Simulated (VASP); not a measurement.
Here is a VASP 6.6.1 calculation.

File INCAR:

```
PREC     = Accurate       # precision mode
ENCUT    = 600            # plane-wave cutoff, eV
EDIFF    = 1E-7           # SCF threshold, eV
ISMEAR   = -1             # smearing method
SIGMA    = 0.05           # smearing width, eV
LREAL    = False          # projectors in reciprocal space
LASPH    = True           # aspherical terms in the spheres
NELM     = 80             # most SCF steps
ALGO     = Normal         # electronic algorithm
ISIF     = 3              # what is computed and relaxed
LWAVE    = False          # write WAVECAR
LCHARG   = False          # write CHGCAR
GGA      = PE             # functional
IBRION   = 2              # ionic algorithm
NSW      = 60             # ionic steps
EDIFFG   = -0.005         # ionic threshold
PSTRESS  = 100
```

The input KPOINTS:

```
regular mesh
0
Gamma
  8 8 8
```

File POSCAR:

```
CdS
1.0
    0.0000000000      2.7532440000      2.7532440000
    2.7532440000      0.0000000000      2.7532440000
    2.7532440000      2.7532440000      0.0000000000
Cd S
1 1
Direct
    0.0000000000      0.0000000000      0.0000000000
    0.5000000000      0.5000000000      0.5000000000
```

Potentials or basis: VASP PAW PBE potentials, release 64 (Cd, S).

The run is started by

```bash
$ cat potpaw_PBE.64/Cd/POTCAR potpaw_PBE.64/S/POTCAR > POTCAR
$ mpirun -np 1 vasp_std > vasp.out
```

**Question.** Estimate the space group after relaxing (to 0.05 Å).

**Answer.** Fm-3m (No. 225).

**Question.** Estimate the band gap on the k mesh.

**Answer.** 0.23 eV, indirect (least direct gap 2.29 eV).

The path:
| step | energy change (eV) | largest force (eV/Å) | pressure (GPa) | volume (Å³) |
| --- | --- | --- | --- | --- |
| 1 | 0.0000 | 0.0000 | -0.11 | 41.74 |
| 2 | 0.4294 | 0.0000 | 22.42 | 34.28 |
| 3 | 0.1163 | 0.0000 | 9.85 | 37.49 |
| 4 | 0.1214 | 0.0000 | 10.11 | 37.40 |
| 5 | 0.1174 | 0.0000 | 9.91 | 37.47 |
| 6 | 0.1194 | 0.0000 | 10.01 | 37.44 |

Caveat: the cell is relaxed towards a set pressure, so the enthalpy falls and the energy may rise. A k mesh can miss the band edges.
